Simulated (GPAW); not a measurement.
# AgCl (Chlorargyrite) (Fm-3m) in GPAW: settings compared

The runs below take AgCl (Chlorargyrite) through equation of state, single point, with PBE, TB-mBJ.

Everything below comes from runs of GPAW 26.7.0. Logs are shortened: lines on timing, memory, paths and dates and some standing lists are left out, and cuts for length are marked. The log counts tension as positive stress, the text compression.

**Experimental background.**

A printed reference work, data compilation reports, for a bulk crystal of AgCl: band gap 3.249 eV (indirect).

The runs below are set against these values where they give the same quantity.

## 1. Starting point

It takes space group Fm-3m (No. 225, cubic). The conventional cell has a = 5.470 Å, b = 5.470 Å, c = 5.470 Å, α = 90.00°, β = 90.00°, γ = 90.00°. Around Ag (site symmetry m-3m) lie 6 Cl at 2.73 Å. Cl (site symmetry m-3m) is surrounded by 6 Ag at 2.73 Å.

## 2. Equation of state, PBE

run.py reads:

```python
from ase import Atoms
from ase.eos import EquationOfState
from ase.io import Trajectory
from ase.units import GPa
from gpaw import GPAW, PW

atoms = Atoms(['Ag', 'Cl'],
              cell=[[0.0, 2.735, 2.735],
                    [2.735, 0.0, 2.735],
                    [2.735, 2.735, 0.0]],
              scaled_positions=[[0.0, 0.0, 0.0],
                                [0.5, 0.5, 0.5]],
              pbc=True)

traj = Trajectory('eos.traj', 'w')
volumes, energies = [], []
for x in [0.94, 0.96, 0.98, 1.0, 1.02, 1.04, 1.06]:
    a = atoms.copy()
    a.set_cell(atoms.cell * x**(1 / 3), scale_atoms=True)
    calc = GPAW(mode=PW(600),
                xc='PBE',
                kpts={'size': (8, 8, 8), 'gamma': True},
                occupations={'name': 'fermi-dirac', 'width': 0.05},
                nbands=23,
                convergence={'density': 1e-05, 'energy': 1e-05},
                maxiter=150,
                txt=f'eos-{x:.2f}.txt')
    a.calc = calc
    energies.append(a.get_potential_energy(force_consistent=True))
    volumes.append(a.get_volume())
    p = -a.get_stress()[:3].mean() / GPa
    calc.write(f'eos-{x:.2f}.gpw')
    traj.write(a)
    print(f'{x:.2f} {volumes[-1]:10.4f} A^3 {energies[-1]:14.6f} eV {p:9.3f} GPa', flush=True)

v0, e0, B = EquationOfState(volumes, energies, eos='birchmurnaghan').fit()
print(f'V0 = {v0:.4f} A^3, E0 = {e0:.6f} eV, B0 = {B / GPa:.2f} GPa')
```

Potentials or basis: GPAW PAW data sets (gpaw-data 1.2.1), pw.

The run is started by

```
$ OMP_NUM_THREADS=1 python run.py
```

The log of the run:

```text
__  _  _
 | _ |_)|_||  |
 |__||  | ||/\| - 26.7.0

Input parameters:
  mode=PW(ecut=600.0),
  convergence={'density': 1e-05, 'energy': 1e-05},
  kpts=MonkhorstPack(size=(8, 8, 8), gamma=True),
  maxiter=150,
  nbands=23,
  occupations=Occupations(name='fermi-dirac', width=0.05),
  xc=XC(name='PBE')

Diagonalizing LCAO Hamiltonian
Converting LCAO to pw mode

               Cl

       Ag

Atoms  # Å, Bohr magnetons
|   | symbol |        x |        y |        z |    initial magnetic moments |
|---|--------|----------|----------|----------|-----------------------------|
| 0 |     Ag | 0.000000 | 0.000000 | 0.000000 | ( 0.0000,  0.0000,  0.0000) |
| 1 |     Cl | 2.679168 | 2.679168 | 2.679168 | ( 0.0000,  0.0000,  0.0000) |

Unit cell  # Å
| periodic |        x |        y |        z |  lengths |    angles |
|----------|----------|----------|----------|----------|-----------|
|      yes | 0.000000 | 2.679168 | 2.679168 | 3.788916 | 60.000000 |
|      yes | 2.679168 | 0.000000 | 2.679168 | 3.788916 | 60.000000 |
|      yes | 2.679168 | 2.679168 | 0.000000 | 3.788916 | 60.000000 |

Number of symmetries: 48
Symmetry operations  # r_c * U_cc + t_c -> r_c
|    | kind |            matrix            |
|----|------|------------------------------|
|  0 |  σ   |  1, 0, 0,  1, 0,-1,  1,-1, 0 |
|  1 |  C2  |  1, 0, 0,  1,-1, 0,  1, 0,-1 |
|  2 |  E   |  1, 0, 0,  0, 1, 0,  0, 0, 1 |
|  3 |  σ   |  1, 0, 0,  0, 0, 1,  0, 1, 0 |
|  4 |  C4  |  1, 0,-1,  1, 0, 0,  1,-1, 0 |
|  5 |  S6  |  1, 0,-1,  1,-1, 0,  1, 0, 0 |
|  6 |  σ   |  1, 0,-1,  0, 1,-1,  0, 0,-1 |
|  7 |  C3  |  1, 0,-1,  0, 0,-1,  0, 1,-1 |
|  8 |  S6  |  1,-1, 0,  1, 0, 0,  1, 0,-1 |
|  9 |  C4  |  1,-1, 0,  1, 0,-1,  1, 0, 0 |
| 10 |  C3  |  1,-1, 0,  0,-1, 1,  0,-1, 0 |
| 11 |  σ   |  1,-1, 0,  0,-1, 0,  0,-1, 1 |
| 12 |  σ   |  0, 1, 0,  1, 0, 0,  0, 0, 1 |
| 13 |  C4  |  0, 1, 0,  0, 1,-1, -1, 1, 0 |
| 14 |  C3  |  0, 1, 0,  0, 0, 1,  1, 0, 0 |
| 15 |  S6  |  0, 1, 0, -1, 1, 0,  0, 1,-1 |
| 16 |  C2  |  0, 1,-1,  1, 0,-1,  0, 0,-1 |
| 17 |  σ   |  0, 1,-1,  0, 1, 0, -1, 1, 0 |
| 18 |  S4  |  0, 1,-1,  0, 0,-1,  1, 0,-1 |
| 19 |  C4  |  0, 1,-1, -1, 1, 0,  0, 1, 0 |
| 20 |  C3  |  0, 0, 1,  1, 0, 0,  0, 1, 0 |
| 21 |  σ   |  0, 0, 1,  0, 1, 0,  1, 0, 0 |
| 22 |  S6  |  0, 0, 1,  0,-1, 1, -1, 0, 1 |
| 23 |  C4  |  0, 0, 1, -1, 0, 1,  0,-1, 1 |
| 24 |  S4  |  0, 0,-1,  1, 0,-1,  0, 1,-1 |
| 25 |  C3  |  0, 0,-1,  0, 1,-1,  1, 0,-1 |
| 26 |  C2  |  0, 0,-1,  0,-1, 0, -1, 0, 0 |
| 27 |  S6  |  0, 0,-1, -1, 0, 0,  0,-1, 0 |
| 28 |  S4  |  0,-1, 1,  1,-1, 0,  0,-1, 0 |
| 29 |  C4  |  0,-1, 1,  0, 0, 1, -1, 0, 1 |
| 30 |  C2  |  0,-1, 1,  0,-1, 0,  1,-1, 0 |
| 31 |  σ   |  0,-1, 1, -1, 0, 1,  0, 0, 1 |
| 32 |  C3  |  0,-1, 0,  1,-1, 0,  0,-1, 1 |
| 33 |  S6  |  0,-1, 0,  0, 0,-1, -1, 0, 0 |
| 34 |  S4  |  0,-1, 0,  0,-1, 1,  1,-1, 0 |
| 35 |  C2  |  0,-1, 0, -1, 0, 0,  0, 0,-1 |
| 36 |  C2  | -1, 1, 0,  0, 1, 0,  0, 1,-1 |
| 37 |  S6  | -1, 1, 0,  0, 1,-1,  0, 1, 0 |
| 38 |  S4  | -1, 1, 0, -1, 0, 1, -1, 0, 0 |
| 39 |  C3  | -1, 1, 0, -1, 0, 0, -1, 0, 1 |
| 40 |  S6  | -1, 0, 1,  0, 0, 1,  0,-1, 1 |
| 41 |  C2  | -1, 0, 1,  0,-1, 1,  0, 0, 1 |
| 42 |  C3  | -1, 0, 1, -1, 1, 0, -1, 0, 0 |
| 43 |  S4  | -1, 0, 1, -1, 0, 0, -1, 1, 0 |
| 44 |  C2  | -1, 0, 0,  0, 0,-1,  0,-1, 0 |
| 45 |  i   | -1, 0, 0,  0,-1, 0,  0, 0,-1 |
| 46 |  σ   | -1, 0, 0, -1, 1, 0, -1, 0, 1 |
| 47 |  C2  | -1, 0, 0, -1, 0, 1, -1, 1, 0 |

BZ-sampling:
  Number of BZ points: 512
  Number of IBZ points: 29

  Monkhorst-Pack size: [8, 8, 8]
  Monkhorst-Pack shift: [0.0625, 0.0625, 0.0625]

K-points  # in reciprocal-cell coordinates
|     |                                coordinates |     weight |
|-----|--------------------------------------------|------------|
|   0 | (  0.00000000,   0.00000000,   0.00000000) | 0.00195312 |
|   1 | (  0.12500000,   0.12500000,   0.00000000) | 0.01171875 |
|   2 | (  0.12500000,   0.12500000,   0.12500000) | 0.01562500 |
|   3 | (  0.25000000,   0.12500000,   0.12500000) | 0.02343750 |
|   4 | (  0.25000000,   0.25000000,   0.00000000) | 0.01171875 |
|   5 | (  0.25000000,   0.25000000,   0.12500000) | 0.04687500 |
|   6 | (  0.25000000,   0.25000000,   0.25000000) | 0.01562500 |
|   7 | (  0.37500000,   0.25000000,  -0.37500000) | 0.04687500 |
|   8 | (  0.37500000,   0.25000000,   0.12500000) | 0.04687500 |
|   9 | (  0.37500000,   0.25000000,   0.25000000) | 0.04687500 |
| ... |                                            |            |
|  28 | (  0.50000000,   0.50000000,   0.50000000) | 0.00781250 |

Plane wave coefficients: 1304
Cutoff: 600.0 eV

Spin-components: 1 (collinear spins)
Bands:           23
Projectors:      11
Spin-degeneracy: 2
Datatype:        complex128

Parallelization:
  kpt:    1
  domain: 1
  band:   1

Density:
  Valence electrons: 24.0
  Components: 1
  Grid points: [24 24 24]
  Charge: 0.0  # |e|

Potential:
  Grid points: [24 24 24]

species:
  Ag:
    name:    Silver
    Z:       47.0
    valence: 17
    core:    30
    charge:  0.0  # [|e|]
    compensation charges:
      type: gauss
      rc: 0.40  # [Å]
      lmax: 2
    cutoffs:
      filter: 2.35  # [Å]
      core: 2.19  # [Å]
    projectors
    | kind |    occ | energy [eV] | rcut [Å] |
    |------|--------|-------------|----------|
    |   5s |  1.000 |      -4.401 |    1.286 |
    |   4p |  6.000 |     -58.577 |    1.328 |
    |   5p |  0.000 |      -0.738 |    1.328 |
    |   4d | 10.000 |      -7.446 |    1.180 |
    |    s |        |      22.811 |    1.286 |
    |    d |        |      19.766 |    1.180 |

    Using partial waves for Ag as LCAO basis

  Cl:
    name:    Chlorine
    Z:       17.0
    valence: 7
    core:    10
    charge:  0.0  # [|e|]
    compensation charges:
      type: gauss
      rc: 0.25  # [Å]
      lmax: 2
    cutoffs:
      filter: 1.40  # [Å]
      core: 1.49  # [Å]
    projectors
    | kind |    occ | energy [eV] | rcut [Å] |
    |------|--------|-------------|----------|
    |   3s |  2.000 |     -20.689 |    0.794 |
    |   3p |  5.000 |      -8.594 |    0.794 |
    |    s |        |       6.523 |    0.794 |
    |    p |        |      18.617 |    0.794 |
    |    d |        |       0.000 |    0.794 |

    Using partial waves for Cl as LCAO basis

Reference energy: -157152.775749  # eV

eigensolver:
  PPCG
  Converge bands: occupied
  niter=2

density mixing:
  MSR1-Mixer
  Pratt-step length: 0.05
  Maximum mixing coefficient: 0.75
  Old densities: 10
  SVD Regularization: 0.005
  Good broyden scale: 1.0
  Trust region scale: 1.0
  Backstep threshold: 4.0
  History deletion threshold: 6.0
  Fourier metric: weight=20.0, sigma=0.015

occupation numbers:
  Fermi-Dirac:
    width: 0.0500  # eV

poisson solver:
  ecut: 4800.0  # eV

xc functional:
  name: PBE with 2 nearest neighbor stencil

convergence criteria:
- Maximum integral of absolute [dens]ity change: 1e-05 electrons / valence electron
- Maximum [total energy] change in last 3 cyles: 1e-05 eV / valence electron
- Maximum integral of absolute [eigenst]ate change: 4e-08 eV^2 / valence electron
maximum number of iterations: 150

SCF iterations
|iter     | |      energy | eigst |  dens |
|---------|-|-------------|-------|-------|
|iter:   1| |   -5.515981 | -0.44 |       |
|iter:   2| |   -5.488057 | -2.29 | -1.55 |
|iter:   3| |   -5.372117 | -2.41 | -1.59 |
|iter:   4| |   -5.371318 | -3.95 | -2.09 |
|iter:   5| |   -5.371177 | -4.49 | -2.52 |
|iter:   6| |   -5.371208c| -5.59 | -3.09 |
|iter:   7| |   -5.371212c| -7.04 | -3.79 |
|iter:   8| |   -5.371212c| -8.36c| -4.61 |
|iter:   9| |   -5.371212c| -9.11c| -5.47c|

Converged in 9 steps
Energy contributions relative to reference atoms: (reference = -157152.775749)

Energy contributions:
  Kinetic:          16.827288
  Coulomb:         -15.123215
  Zero:              0.051948
  External:          0.000000
  Xc:               -7.127233
  Entropy:          -0.000003
  Spinorbit:         0.000000
  ----------------------------
  Free energy:      -5.371214
  Extrapolated:     -5.371212

dipole moment: (-16.346201, -16.346201, -16.346201)  # |e|*Ang

Fermi level: 5.967
Eigenvalues  # (at kpt = [0.000, 0.000, 0.000])
| band index |      eig [eV] | occ [0-2] |
|------------|---------------|-----------|
|          0 |       -48.174 |     2.000 |
|        ... |               |           |
|          4 |         2.533 |     2.000 |
|          5 |         2.533 |     2.000 |
|          6 |         2.533 |     2.000 |
|          7 |         2.583 |     2.000 |
|          8 |         2.583 |     2.000 |
|          9 |         2.657 |     2.000 |
[... 8 lines left out ...]
|         18 |        19.108 |     0.000 |
|         19 |        19.444 |     0.000 |
|        ... |               |           |
|         22 |        26.542 |     0.000 |

Gap: 0.884 eV
Transition (v -> c):
  (s=0, k=28, n=11, [0.50, 0.50, 0.50]) -> (s=0, k=0, n=12, [0.00, 0.00, 0.00])
Direct/indirect transitions are different
Direct gap: 3.548 eV
Transition at: (s=0, k=2, n=11, [0.12, 0.12, 0.12])

Stress tensor  # eV/Ang^3
|         x |         y |         z |
|-----------|-----------|-----------|
| -0.052813 | -0.000000 | -0.000000 |
| -0.000000 | -0.052813 |  0.000000 |
| -0.000000 |  0.000000 | -0.052813 |

# Writing to eos-0.94.gpw (mode='')
```

Wall time 1.9 min (1 thread of Arm Neoverse V2, shared host); peak memory 0.21 GiB.

Results:

| Quantity | Value |
| --- | --- |
| Equilibrium volume | 22.14 Å³/atom (rough: see the caveat) |
| Bulk modulus | 42 GPa (rough) |

Energy against volume, from the lowest point:
```csv
volume (Å³/atom),energy (meV/atom)
19.231,65.94
19.640,46.26
20.049,30.59
20.458,18.51
20.868,9.60
21.277,3.54
21.686,0.00
```

Caveat: the minimum lies outside the volumes run.

## 3. Single point, TB-mBJ

run.py reads:

```python
from ase import Atoms
from ase.dft.bandgap import bandgap
from ase.io import write
from gpaw import GPAW, PW

atoms = Atoms(['Ag', 'Cl'],
              cell=[[0.0, 2.735, 2.735],
                    [2.735, 0.0, 2.735],
                    [2.735, 2.735, 0.0]],
              scaled_positions=[[0.0, 0.0, 0.0],
                                [0.5, 0.5, 0.5]],
              pbc=True)

calc = GPAW(mode=PW(600),
            xc='TB09',
            kpts={'size': (8, 8, 8), 'gamma': True},
            occupations={'name': 'fermi-dirac', 'width': 0.05},
            nbands=23,
            convergence={'density': 1e-05, 'energy': 1e-05},
            eigensolver='cg',
            maxiter=150,
            txt='gpaw.txt')
atoms.calc = calc
energy = atoms.get_potential_energy()
calc.write('gs.gpw')
write('result.traj', atoms)
print('Fermi level:', round(calc.get_fermi_level(), 4), 'eV')
print(f'Gap: {bandgap(calc)[0]:.4f} eV, direct: {bandgap(calc, direct=True)[0]:.4f} eV')
```

Potentials or basis: GPAW PAW data sets for LDA (gpaw-data 1.2.1), pw.

The run is started by

```
$ OMP_NUM_THREADS=1 python run.py
```

gpaw.txt:

```text
___ ___ ___ _ _ _
 |   |   |_  | | | |
 | | | | | . | | | |
 |__ |  _|___|_____|  26.7.0
 |___|_|

Input parameters:
  convergence: {density: 1e-05,
                energy: 1e-05}
  eigensolver: cg
  kpts: {gamma: True,
         size: (8, 8, 8)}
  maxiter: 150
  mode: {ecut: 600.0,
         name: pw}
  nbands: 23
  occupations: {name: fermi-dirac,
                width: 0.05}
  xc: TB09

System changes: positions, numbers, cell, pbc, initial_charges, initial_magmoms

Initialize ...

species:
  Ag:
    name:    Silver
    Z:       47.0
    valence: 17
    core:    30
    charge:  0.0  # [|e|]
    compensation charges:
      type: gauss
      rc: 0.40  # [Å]
      lmax: 2
    cutoffs:
      filter: 2.35  # [Å]
      core: 2.19  # [Å]
    projectors
    | kind |    occ | energy [eV] | rcut [Å] |
    |------|--------|-------------|----------|
    |   5s |  1.000 |      -4.708 |    1.286 |
    |   4p |  6.000 |     -58.678 |    1.328 |
    |   5p |  0.000 |      -0.844 |    1.328 |
    |   4d | 10.000 |      -7.664 |    1.180 |
    |    s |        |      22.503 |    1.286 |
    |    d |        |      19.547 |    1.180 |

    Using partial waves for Ag as LCAO basis

  Cl:
    name:    Chlorine
    Z:       17.0
    valence: 7
    core:    10
    charge:  0.0  # [|e|]
    compensation charges:
      type: gauss
      rc: 0.25  # [Å]
      lmax: 2
    cutoffs:
      filter: 1.40  # [Å]
      core: 1.49  # [Å]
    projectors
[... 102 lines left out ...]
  Using the TB09 Exchange-Correlation functional
  External potential:
    NoExternalPotential

XC parameters: TB09 with 2 nearest neighbor stencil

Number of atoms: 2
Number of atomic orbitals: 16
Number of bands in calculation: 23
Number of valence electrons: 24
Bands to converge: occupied

... initialized

Initializing position-dependent things.

Density initialized from atomic densities
Creating initial wave functions:
  16 bands from LCAO basis set
  7 bands from random numbers

                Cl

       Ag

Atomic positions and initial magnetic moments

Positions:
   0 Ag     0.000000    0.000000    0.000000    ( 0.0000,  0.0000,  0.0000)
   1 Cl     2.735000    2.735000    2.735000    ( 0.0000,  0.0000,  0.0000)

Unit cell:
           periodic     x           y           z      points  spacing
  1. axis:    yes    0.000000    2.735000    2.735000    24     0.1316
  2. axis:    yes    2.735000    0.000000    2.735000    24     0.1316
  3. axis:    yes    2.735000    2.735000    0.000000    24     0.1316

  Lengths:   3.867874   3.867874   3.867874
  Angles:   60.000000  60.000000  60.000000

Effective grid spacing dv^(1/3) = 0.1436

iter:   1  4626.302895
iter:   2  4643.542669   +2.01  -0.38
iter:   3  4649.088330   +1.45  -0.97
iter:   4  4647.224128   +0.69  -1.34
iter:   5  4647.952368   -0.15  -1.19
iter:   6  4650.595768   -0.17  -1.31
iter:   7  4652.071218   -0.58  -1.58
iter:   8 -336739.104352   +8.45  -1.71
iter:   9 58437.293696  +10.60  -1.63
iter:  10 -3073677.174253  +10.22  -1.55
[... 52 further cycles ...]
iter:  63  4657.840949   -7.72c -5.43c
iter:  64  4657.839999   -8.14c -5.35c
iter:  65  4657.839664   -8.79c -5.28c
iter:  66  4657.840626   -8.06c -5.20c
iter:  67  4657.843497   -7.24  -5.03c
iter:  68  4657.839305   -6.61  -5.62c
iter:  69  4657.840226   -6.98  -5.54c
iter:  70  4657.839672   -7.56c -5.46c
iter:  71  4657.839810   -8.18c -5.39c
iter:  72  4657.839717c  -8.61c -5.31c

Converged after 72 iterations.

Dipole moment: (-0.000000, -0.000000, 0.000000) |e|*Ang

Energy contributions relative to reference atoms: (reference = -156983.661887)

Kinetic:        +70.902567
Potential:      -60.220461
External:        +0.000000
XC:            +4648.079596
Entropy (-ST):   -0.000000
Local:           -0.921985
SIC:             +0.000000
--------------------------
Free energy:   +4657.839717
Extrapolated:  +4657.839717

Showing only first 2 kpts
 Kpt  Band  Eigenvalues  Occupancy
  0    10      3.31032    2.00000
  0    11      3.31032    2.00000
  0    12      8.14717    0.00000
  0    13     16.38807    0.00000

  1    10      3.54643    2.00000
  1    11      3.99354    2.00000
  1    12      8.92099    0.00000
  1    13     15.70359    0.00000

Fermi level: 6.73665

Gap: 2.841 eV
Transition (v -> c):
  (s=0, k=28, n=11, [0.50, 0.50, 0.50]) -> (s=0, k=0, n=12, [0.00, 0.00, 0.00])
Direct/indirect transitions are different
Direct gap: 4.837 eV
Transition at: (s=0, k=0, n=11, [0.00, 0.00, 0.00])
Writing to gs.gpw (mode='')
```

Run time: 2.1 min. Hardware: 1 thread of Arm Neoverse V2, shared host; peak memory 0.29 GiB.

Results:

* Band gap on the k mesh: 2.84 eV, indirect (least direct gap 4.84 eV)

Caveat: a model potential gives levels but no total energy; the PAW data sets were made with another functional, which shifts forces and pressure a little.

## 4. Against experiment

Step 3. Against the measured gap of AgCl, 3.249 eV (indirect; a printed reference work, data compilation), the calculated 2.84 eV is off by -0.41 eV. Spin-orbit coupling on Ag is left out. The value is that of TB-mBJ on a finite k mesh, which can miss the band edges, without temperature or zero-point motion.
